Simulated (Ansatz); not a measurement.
**TiAl₃: two-dimensional strain map**

Theory: Ansatz 0.2.0, DFT PBEsol, scalar-relativistic, plane waves, PAW. Cutoff 420 eV, Γ-centred 12×12×12 k-points, Gaussian smearing of 0.15 eV. No spin polarisation. Energies are free energies at this smearing, counted from the undisturbed cell; pressure is positive in compression.

Reference structure (relaxed at this level; this form isn't the usual structure):

```xyz
4
Lattice="3.9483 0.0000 0.0000 0.0000 3.9483 0.0000 0.0000 0.0000 3.9483" Properties=species:S:1:pos:R:3 pbc="T T T"
Ti    0.0000    0.0000    0.0000
Al    1.9742    1.9742    0.0000
Al    1.9742    0.0000    1.9742
Al    0.0000    1.9742    1.9742
```

The cell is strained by p along both x and y and by q along z, fractional coordinates fixed. Points are written (p, q).

Energy above the undisturbed cell in meV/atom (a dash: not computed):

| p \ q | -0.030 | -0.015 | 0.000 | 0.015 | 0.030 |
| --- | --- | --- | --- | --- | --- |
| -0.030 | 48.0 | 34.0 | 25.1 | 20.8 | 20.7 |
| -0.015 | 21.8 | 11.5 | 6.1 | 5.0 | 8.0 |
| 0.000 | 9.0 | 2.2 | 0.0 | 2.0 | 7.8 |
| 0.015 | 8.2 | 4.6 | 5.4 | 10.2 | 18.7 |
| 0.030 | 17.9 | 17.3 | 20.9 | 28.4 | 39.4 |

Pressure in GPa:

```csv
p \ q,-0.030,-0.015,0.000,0.015,0.030
-0.030,12.3,10.0,7.8,5.9,4.1
-0.015,7.7,5.6,3.6,1.9,0.3
0.000,3.7,1.8,0.0,-1.6,-3.0
0.015,0.2,-1.5,-3.1,-4.5,-5.8
0.030,-2.8,-4.3,-5.8,-7.1,-8.2
```